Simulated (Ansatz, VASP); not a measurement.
# TiSn23O48 (Ti_Sn) in two plane-wave programs

Aim: how closely do two programs agree when they are given the same cell, functional and k mesh? The cell is taken from a series of runs on this material, whose earlier steps may have relaxed, scaled, displaced or heated it; both programs get it as it stands.

Method: plane waves, with VASP 6.6.1 beside it; single point at r2SCAN, in Ansatz 0.2.0.

## (1) The structure

The cell holds 72 atoms: 23 Sn, 48 O and 1 Ti. Its edges and angles: a = 9.516 Å, b = 9.516 Å, c = 9.602 Å, α = 90.0°, β = 90.0°, γ = 90.0°. It derives from SnO2 (SnO2 (P4_2/mnm)). Nearest the centre at fractional (0.500, 0.500, 0.667): Ti72 at 0.01 Å, O41 at 1.98 Å, O52 at 1.99 Å, O45 at 1.99 Å, O56 at 1.99 Å, O35 at 2.00 Å, O70 at 2.01 Å, Sn22 at 3.18 Å.

Structure file:

```xyz
72
Lattice="9.5155 0.0000 0.0000 0.0000 9.5155 0.0000 0.0000 0.0000 9.6020" Properties=species:S:1:pos:R:3 pbc="T T T"
Sn    2.3829    2.3809    1.6027
Sn    0.0052    0.0028    9.5992
Sn    2.3998    2.3975    4.8135
Sn    0.0052    0.0027    3.2066
Sn    2.3997    2.3975    7.9932
Sn    0.0056    0.0029    6.4030
Sn    2.3889    7.1341    1.6020
Sn    0.0050    4.7602    9.6017
Sn    2.3958    7.1280    4.8106
Sn    0.0048    4.7609    3.2045
Sn    2.3956    7.1275    7.9957
Sn    0.0053    4.7602    6.4029
Sn    7.1365    2.3866    1.6016
Sn    4.7629    0.0028    9.6017
Sn    7.1305    2.3931    4.8100
Sn    4.7628    0.0028    3.2045
Sn    7.1301    2.3932    7.9951
Sn    4.7630    0.0024    6.4031
Sn    7.1428    7.1405    1.6017
Sn    4.7627    4.7606    9.5813
Sn    7.1263    7.1236    4.8131
Sn    4.7631    4.7609    3.2249
Sn    7.1267    7.1236    7.9926
O     0.9246    3.8341    1.6024
O     3.8367    0.9226    1.6023
O     1.4671    1.4639    9.5970
O     3.3138    3.3119    9.6012
O     0.9378    3.8458    4.8039
O     3.8481    0.9351    4.8044
O     1.4674    1.4633    3.2101
O     3.3144    3.3116    3.2057
O     0.9374    3.8450    8.0020
O     3.8478    0.9354    8.0018
O     1.4694    1.4672    6.4035
O     3.3475    3.3457    6.4030
O     0.9297    8.5924    1.6019
O     3.8440    5.6795    1.6023
O     1.4741    6.2046    9.5986
O     3.3180    8.0498    9.5985
O     0.9319    8.5912    4.8024
O     3.8628    5.6610    4.8794
O     1.4738    6.2052    3.2078
O     3.3183    8.0497    3.2073
O     0.9320    8.5913    8.0038
O     3.8618    5.6599    7.9267
O     1.4444    6.2265    6.4031
O     3.2972    8.0784    6.4032
O     5.6821    3.8420    1.6019
O     8.5956    0.9282    1.6018
O     6.2073    1.4715    9.5983
O     8.0520    3.3154    9.5980
O     5.6639    3.8606    4.8794
O     8.5942    0.9298    4.8020
O     6.2077    1.4712    3.2074
O     8.0519    3.3159    3.2070
O     5.6626    3.8599    7.9263
O     8.5940    0.9297    8.0037
O     6.2292    1.4418    6.4027
O     8.0814    3.2941    6.4026
O     5.6893    8.5987    1.6018
O     8.6004    5.6863    1.6016
O     6.2110    6.2100    9.6004
O     8.0593    8.0568    9.5961
O     5.6784    8.5856    4.8040
O     8.5878    5.6757    4.8043
O     6.2115    6.2097    3.2052
O     8.0595    8.0563    3.2092
O     5.6778    8.5853    8.0020
O     8.5874    5.6746    8.0018
O     6.1779    6.1756    6.4031
O     8.0564    8.0544    6.4027
Ti    4.7630    4.7606    6.4030
```

## (2) Ansatz: single point, r2SCAN

Ansatz runs on its PAW soft_1 files.

With cell and atoms fixed, the geometry can't cause a difference; cores, projectors, grids and the points listed under the comparison can.

input.yaml reads:

```yaml
crystal:
  checkpoint: "../q0.relax.run"
  host: checkpoint
basis:
  ecutwfc: 500
  xc_grid: 2
hamiltonian:
  xc: r2scan
  pseudopotentials: { kind: paw, azcp: { folder: soft_1 } }
kpoints:
  mp_grid: { grid: [2, 2, 2], shift: [0.5, 0.5, 0.5] }
scf:
  occupations: { method: fermi_dirac, width: 0.01 }
  max_iter: 100
output:
  forces: true
  eigenvalues: true
  charged_corrections:
    epsilon: [4.6, 4.6, 4.91]
    static_epsilon: [13.48, 13.48, 10.42]
    defect_position: [0.5, 0.5, 0.666667]
  eigenstates: { localisation: true }
  populations: true
  band_densities: [{ bands: [v1, v1] }, { bands: [c1, c1] }]
  write_density: true
  write_potential: true
  volumetric_format: npy
checkpoint:
  read: "../q0.relax.run"
  write: "../q0.point.run"
  compress: false
  write_wavefunctions: false
  write_every: 100000
```

On the command line:

```
ansatz run input.yaml --threads 4 --pin off --max-ram 15073MiB --backend cpu --events-out ev --progress --plain --runs-dir out
```

Numbers of over 12 decimals in the logs are rounded to 6 here.

What it wrote:

```text
crystal.checkpoint: the structure is that of <dir>, a `relax` run, at its step 5: its result, under r2scan at a charge of 0 e; 72 atoms read, 0 with a starting moment; crystal.structure_sha256 for this input is
Engine: ansatz 0.2.0, aarch64-unknown-linux-gnu
Pseudopotentials: kind: paw
Pseudopotential: Sn, paw, valence charge 14, recommended cutoff 500 eV (meta_gga), soft_1/Sn.paw.azcp
Pseudopotential: O, paw, valence charge 6, recommended cutoff 500 eV (meta_gga), soft_1/O.paw.azcp
Pseudopotential: Ti, paw, valence charge 12, recommended cutoff 500 eV (meta_gga), soft_1/Ti.paw.azcp
Functional definition: r2SCAN
  parameter k0 = 0.174
  parameter k1 = 0.065
  parameter a1 = 4.9479
  exchange = r2scan_x(k0 = k0, k1 = k1, a1 = a1)
  correlation = r2scan_c
Crystal: 72 atoms, lattice volume = 869.415 Å³
Basis set: ecut = 500 eV, 22119 PW (Γ), exchange–correlation on 144×144×144 points (8 copies of the dense FFT grid, shifted against one another)
Bands: 383, of which v1, the nominal top of the filled ones, is band 311 counted from 1 (310 counted from 0)
Symmetry: 1 space group operations
Space group: P1 (ITA 1), of the structure as read, at distance tolerance 9.5e-5 Å
k-points: 4 of 8 (time reversal used)
Non-local potential: Sn, projectors of the file, l = 0: 2, l = 1: 2, l = 2: 2, l = 3: 1
Non-local potential: O, projectors of the file, l = 0: 2, l = 1: 2, l = 2: 1
Non-local potential: Ti, projectors of the file, l = 0: 3, l = 1: 2, l = 2: 3, l = 3: 1
PAW form: soft (Blöchl's): semilocal exchange-correlation on the pseudo side does not see the compensation charge
PAW frozen core: Sn, regenerated for the run's functional (the file was generated under x = pbe(κ = 0.804, μ = 0.219515), c = pbe(β = 0.066725))
PAW frozen core: O, regenerated for the run's functional (the file was generated under x = pbe(κ = 0.804, μ = 0.219515), c = pbe(β = 0.066725))
PAW frozen core: Ti, regenerated for the run's functional (the file was generated under x = pbe(κ = 0.804, μ = 0.219515), c = pbe(β = 0.066725))
PAW one-centre angular grid: Sn, 590 points (default); XC on 160 Gauss nodes
PAW one-centre angular grid: O, 302 points (default); XC on 160 Gauss nodes
PAW one-centre angular grid: Ti, 590 points (default); XC on 160 Gauss nodes
Initial density: read from a saved state, or passed on in memory by an earlier SCF of this step, an earlier step, the calling program or the single point that the run made first
Initial wavefunctions: pseudopotential atomic-orbital guess — the wavefunctions supplied were not used: k-point sampling differs
Functional: x = r2scan, c = r2scan; τ floored in thin density (d = 2e-4 eV/Å³)
iter 1 solved again at ethr=9.29e-8 eV; its pass at ethr=3.10e-3 eV (dr2=5.78e-4 eV) is discarded
SCF iter   1: F=—  HF=-168700.482358 eV  |F-HF|=—  |Δ(HF+E_count)|=         —  Δρ=2.73e-4  dr2=2.62e-4  dr2_τ=1.04e-5  ethr=9.29e-8  ⟨swp⟩=7.0  Hψ=11247  notcnv=0
preconditioner: auto → Resta (q_TF=auto, 2.580 Å⁻¹)  ε∞=3.4  [insulator: Δε(μ)=3.006 eV  Ē_g=20.181 eV  σ=0.010 eV  W_gap=1.00  n_scr=250 (ndim 8)  ℏωp=31.2 eV  f_vac=0.030  D(μ)=0.00/eV (n_scr^D=0)  ε∞_Penn≈3.4]
SCF iter   2: F=—  HF=-168700.482307 eV  |F-HF|=—  |Δ(HF+E_count)|=   5.05e-5  Δρ=1.43e-4  dr2=5.20e-5  dr2_τ=4.56e-6  ethr=4.21e-8  ⟨swp⟩=2.5  Hψ=2197  notcnv=0
SCF iter   3: F=—  HF=-168700.483398 eV  |F-HF|=—  |Δ(HF+E_count)|=   1.09e-3  Δρ=4.51e-5  dr2=1.24e-5  dr2_τ=1.46e-6  ethr=8.37e-9  ⟨swp⟩=2.0  Hψ=2760  notcnv=0
SCF iter   4: F=—  HF=-168700.483395 eV  |F-HF|=—  |Δ(HF+E_count)|=   2.28e-6  Δρ=1.08e-5  dr2=1.02e-6  dr2_τ=1.25e-7  ethr=1.99e-9  ⟨swp⟩=2.0  Hψ=2776  notcnv=0
SCF iter   5: F=-168700.483395 eV  HF=-168700.483395 eV  |F-HF|=9.40e-9  |Δ(HF+E_count)|=   1.27e-7  Δρ=4.13e-6  dr2=9.96e-8  dr2_τ=1.06e-8  ethr=1.61e-11  ⟨swp⟩=13.5  Hψ=11373  notcnv=0
SCF 1 converged in 5 iterations: F = -168700.483395 eV  dr2 = 9.96e-8
  greatest PAW one-centre occupation: 1.000 electrons in one spin orbital (limit 2), on the Ti atom at site 67 (counted from 0), in its partial waves of l = 0
SCF converged after 5 iterations
Free energy (F): -168700.483395 eV
Harris-Foulkes:  -168700.483395 eV  (|F-HF|=9.40e-9)
Internal energy: -168700.483395 eV  (E = F + TS)
E sigma→0 (E₀):  -168700.483395 eV
Fermi energy:    10.197526 eV
--- Per-component energies (eV) ---
  E_band       = -2127.080107
  E_kinetic    = 12352.478082
  E_local      = -38364.612177  (includes V_loc(G=0)·N_el)
  E_nonlocal   = 5882.299544
  E_hartree    = 17364.907182
  E_xc         = -6150.991269
  E_vxc        = -6985.940171  (∫ρ·V_xc dr)
  E_paw        = -110167.360673  (= ΣΔE_a)
  E_vpaw       = -10179.894790  (= ΣTr[D̂ρ^β])
  E_aug_tail   = 0.014611  (compensation charges beyond the density's cutoff)
  E_vtau       = 438.760715  (kinetic-family band-sum trace: ∫τ·v_τ [+ j·A + Jᵃ·Aᵃ] dr)
  E_ewald      = -49632.344452
[...]
k-point 3: bands = [... 307 lower, 8.3150, 8.3425, 8.3986, 8.6904, 11.6987, 11.8146, 12.2432, 12.3446, ... 68 higher]
--- Löwdin populations: 72 sites ---
  site symbol       q [e]
     0     Sn     12.1451
     1     Sn     12.1482
     2      O      6.8622
     3      O      6.8622
     4      O      6.8632
     5      O      6.8594
     6     Sn     12.1488
     7     Sn     12.1482
     8      O      6.8627
     9      O      6.8627
    10      O      6.8632
    11      O      6.8594
    12     Sn     12.1487
    13     Sn     12.1467
    14      O      6.8626
    15      O      6.8626
    16      O      6.8617
    17      O      6.8215
    18     Sn     12.1469
    19     Sn     12.1438
    20      O      6.8616
    21      O      6.8628
    22      O      6.8619
    23      O      6.8619
[...]
64      O      6.8594
    65      O      6.8632
    66     Sn     12.1488
    67     Ti     10.4098
    68      O      6.8627
    69      O      6.8627
    70      O      6.8214
    71      O      6.8616
  spilling = 0.004967 (of n_electrons = 622.000000)
--- Band densities, each state counted as filled ---
  window                                       electrons  max residual (eV)  cut levels
  bands: [v1, v1]                               2.000000             1.7e-9           0
  bands: [c1, c1]                               2.000000             1.0e-4           0
```

The column dr2 measures how far the density is from self-consistency, as an energy; F and HF (Harris–Foulkes) agree once it is small.

## (3) VASP: single point, r2SCAN

The same cell, functional, mesh and smearing now go to VASP, with its own data sets.

Lines of VASP's logs that name or quote its potential files are left out, and so is its time.

INCAR reads:

```
SYSTEM = TiSn23O48
PREC = Accurate
ENCUT = 580
EDIFF = 1E-06
NELM = 120
ISMEAR = -1
SIGMA = 0.01
LREAL = Auto
ALGO = Normal
METAGGA = R2SCAN
LASPH = .TRUE.
NBANDS = 368
LORBIT = 11
LWAVE = .FALSE.
LCHARG = .FALSE.
ISIF = 2
ISYM = 0
GGA_COMPAT = .FALSE.
EFERMI = MIDGAP
LMIXTAU = .TRUE.
KPAR = 4
```

POSCAR reads:

```
TiSn23O48
1.0
    9.5155030731      0.0000000000      0.0000000000
    0.0000000000      9.5155030731      0.0000000000
    0.0000000000      0.0000000000      9.6020443945
Sn O Ti
23 48 1
Direct
    0.2504260349      0.2502151229      0.1669118044
    0.0005506879      0.0002971973      0.9997041151
    0.2522008535      0.2519533958      0.5012982910
    0.0005514740      0.0002824298      0.3339499936
    0.2521871136      0.2519530452      0.8324485266
    0.0005924685      0.0003066314      0.6668344614
    0.2510496764      0.7497363331      0.1668413303
    0.0005301276      0.5002529952      0.9999645746
    0.2517810363      0.7490971434      0.5010016221
    0.0005093761      0.5003361283      0.3337303696
    0.2517568188      0.7490449697      0.8327059922
    0.0005609546      0.5002527097      0.6668296052
    0.7499864138      0.2508139335      0.1668016107
    0.5005442228      0.0002935269      0.9999685626
    0.7493569925      0.2514957335      0.5009386948
    0.5005326714      0.0002981331      0.3337278008
    0.7493182224      0.2515094079      0.8326424837
    0.5005537899      0.0002558891      0.6668487194
    0.7506480607      0.7504037821      0.1668055180
    0.5005187070      0.5002952941      0.9978436393
    0.7489116337      0.7486264655      0.5012620472
    0.5005624327      0.5003288632      0.3358606528
    0.7489556732      0.7486305501      0.8323900481
    0.0971671773      0.4029340963      0.1668831143
    0.4032039828      0.0969530687      0.1668687283
    0.1541792456      0.1538477739      0.9994723930
    0.3482551828      0.3480501448      0.9999103240
    0.0985504228      0.4041568494      0.5002984207
    0.4043982685      0.0982743684      0.5003503509
    0.1542154303      0.1537827191      0.3343118470
    0.3483161745      0.3480230913      0.3338598119
    0.0985135732      0.4040787347      0.8333637231
    0.4043740279      0.0982999400      0.8333449534
    0.1544208303      0.1541872781      0.6668864923
    0.3517978872      0.3516061756      0.6668422471
    0.0977052531      0.9029926166      0.1668276196
    0.4039760318      0.5968682089      0.1668682099
    0.1549164281      0.6520516599      0.9996410975
    0.3486940410      0.8459626762      0.9996340658
    0.0979317348      0.9028631829      0.5001459815
    0.4059477214      0.5949226407      0.5081624471
    0.1548860188      0.6521170522      0.3340696630
    0.3487204757      0.8459552910      0.3340234269
    0.0979484067      0.9028744625      0.8335565053
    0.4058408451      0.5948059555      0.8255172568
    0.1517908534      0.6543560212      0.6668521852
    0.3465130395      0.8489731738      0.6668619657
    0.5971445541      0.4037609694      0.1668264266
    0.9033274976      0.0975450273      0.1668229039
    0.6523329913      0.1546378580      0.9996140314
    0.8461994437      0.3484189346      0.9995822381
    0.5952331281      0.4057203736      0.5081581215
    0.9031791572      0.0977105696      0.5000978376
    0.6523734537      0.1546096445      0.3340337624
    0.8461845807      0.3484777264      0.3339938766
    0.5950901410      0.4056466480      0.8254781901
    0.9031596206      0.0977073022      0.8335410141
    0.6546399065      0.1515165453      0.6668058244
    0.8492848227      0.3461820084      0.6667991892
    0.5978975144      0.9036529220      0.1668209641
    0.9038329117      0.5975846450      0.1667980768
    0.6527264195      0.6526147104      0.9998338709
    0.8469654222      0.8467006307      0.9993849606
    0.5967474135      0.9022784204      0.5003102755
    0.9025075146      0.5964658118      0.5003414035
    0.6527748871      0.6525919267      0.3338010816
    0.8469834338      0.8466524912      0.3342240959
    0.5966877693      0.9022409467      0.8333681695
    0.9024620500      0.5963516085      0.8333418792
    0.6492447309      0.6490007871      0.6668509384
    0.8466599341      0.8464518854      0.6668045069
    0.5005512335      0.5002970430      0.6668403399
```

KPOINTS reads:

```
Points of the shifted mesh
8
Reciprocal
 0.2500000000  0.2500000000  0.2500000000 1
 0.2500000000  0.2500000000  0.7500000000 1
 0.2500000000  0.7500000000  0.2500000000 1
 0.2500000000  0.7500000000  0.7500000000 1
 0.7500000000  0.2500000000  0.2500000000 1
 0.7500000000  0.2500000000  0.7500000000 1
 0.7500000000  0.7500000000  0.2500000000 1
 0.7500000000  0.7500000000  0.7500000000 1
```

The projector-augmented-wave data sets are Sn_d, O and Ti_sv (PBE family, release 64).

On the command line:

```
mpirun -np 8 vasp_std
```

What it wrote:

```text
[banner, memory and clock lines left out]
running    8 mpi-ranks, on    1 nodes
[...]
|                                                                             |
|           W    W    AA    RRRRR   N    N  II  N    N   GGGG   !!!           |
|           W    W   A  A   R    R  NN   N  II  NN   N  G    G  !!!           |
|           W    W  A    A  R    R  N N  N  II  N N  N  G       !!!           |
|           W WW W  AAAAAA  RRRRR   N  N N  II  N  N N  G  GGG   !            |
|           WW  WW  A    A  R   R   N   NN  II  N   NN  G    G                |
|           W    W  A    A  R    R  N    N  II  N    N   GGGG   !!!           |
|                                                                             |
|     For optimal performance we recommend to set                             |
|       NCORE = 2 up to number-of-cores-per-socket                            |
|     NCORE specifies how many cores store one orbital (NPAR=cpu/NCORE).      |
|     This setting can greatly improve the performance of VASP for DFT.       |
[...]
|               ----> ADVICE to this user running VASP <----                  |
|                                                                             |
|     You enforced a specific xc type in the INCAR file but a different       |
|     [... a line on the potential file left out ...]
|     I HOPE YOU KNOW WHAT YOU ARE DOING!                                     |
|                                                                             |

 LDA part: xc-table for (None), standard interpolation
 POSCAR, INCAR and KPOINTS ok, starting setup
[...]
entering main loop
       N       E                     dE             d eps       ncg     rms          rms(c)
DAV:   1     0.140914741817E+05    0.14091E+05   -0.25399E+05  5896   0.291E+03
DAV:   2     0.260141424254E+04   -0.11490E+05   -0.10997E+05  5888   0.921E+02
DAV:   3    -0.733412682288E+03   -0.33348E+04   -0.31125E+04  6152   0.372E+02
DAV:   4    -0.121172506858E+04   -0.47831E+03   -0.46679E+03  6952   0.146E+02
[...]
DAV:  19    -0.100802370479E+04   -0.34358E-04   -0.96729E-05  6768   0.327E-02    0.313E-03
DAV:  20    -0.100802372966E+04   -0.24877E-04   -0.68669E-06  6208   0.921E-03    0.240E-03
DAV:  21    -0.100802372875E+04    0.91881E-06   -0.25903E-06  4536   0.489E-03
   1 F= -.10080237E+04 E0= -.10080237E+04  d E =0.000000E+00
```

OUTCAR, selected parts (step 3):

```text
 POSITION                                       TOTAL-FORCE (eV/Angst)
 -----------------------------------------------------------------------------------
      2.38293      2.38092      1.60269         0.005144     -0.003605     -0.004766
      0.00524      0.00283      9.59920        -0.001372      0.000280      0.006459
      2.39982      2.39746      4.81349         0.001476     -0.006214      0.002188
      0.00525      0.00269      3.20660        -0.004835     -0.006192     -0.005034
      2.39969      2.39746      7.99321        -0.002702     -0.007578     -0.002227
      0.00564      0.00292      6.40297        -0.011741     -0.005889      0.000173
      2.38886      7.13412      1.60202        -0.006340      0.011485     -0.000976
      0.00504      4.76016      9.60170        -0.001778     -0.001675     -0.002113
      2.39582      7.12804      4.81064        -0.006181      0.004772      0.002293
      0.00485      4.76095      3.20449        -0.004078     -0.005146     -0.002051
      2.39559      7.12754      7.99568        -0.004832      0.009954      0.001002
      0.00534      4.76016      6.40293        -0.008108     -0.002490      0.001769
      7.13650      2.38662      1.60164         0.008654     -0.009443      0.001049
      4.76293      0.00279      9.60174        -0.006127     -0.002571     -0.003267
[...]
-----------------------------------------------------------------------------------
    total drift:                               -0.078000     -0.059112      0.004415

  FREE ENERGIE OF THE ION-ELECTRON SYSTEM (eV)
  ---------------------------------------------------
  free  energy   TOTEN  =     -1008.0237287458 eV

  energy  without entropy=    -1008.0237287458  energy(sigma->0) =    -1008.02372875
```

This run has no spin polarisation, so a moment on Ti, if there is one, isn't seen.

## (4) Differences

Known differences besides the potentials themselves: VASP keeps PBE cores, Ansatz makes them for the functional; the cutoff is 500 eV in Ansatz and 580 eV in VASP (PREC = Accurate, projectors in real space); in our runs with r2SCAN, forces from VASP's data set Ti_sv part from Ansatz's all-electron ones, so neither program is the reference here. Total energies have different zeros and are not compared.

Both answers:

```tsv
quantity	Ansatz	VASP	difference
gap on the k mesh (eV)	3.008	3.023	-0.015
```

At this near-relaxed geometry the largest component of a force difference is 34 meV/Å. A gap on the mesh is an upper bound, since the band edges may lie between its points.

## (5) What came out

```json
{"r.m.s. force difference (single point, r2SCAN)": "15 meV/Å"}
```

What this shows: The r.m.s. force difference is 15 meV/Å (single point, r2SCAN), beyond the 12 meV/Å picked in this series as the mark of a large difference. What causes the difference of the single point, r2SCAN pair stays open here. How closely two codes agree says nothing of how well the functional describes the real material.

[Lines on the potential files, build, host, timing and source positions are cut from VASP's logs without a mark.]

[Logs are printed without paths, hosts, clocks, repeated set-up lines and the standing remarks that a program may print on its own settings, such as how far it seeks lower states.]

[Hosts, paths, dates, database ids (printed as entryN), source tags and the programs' standing remarks are cut or masked in the printed files.]
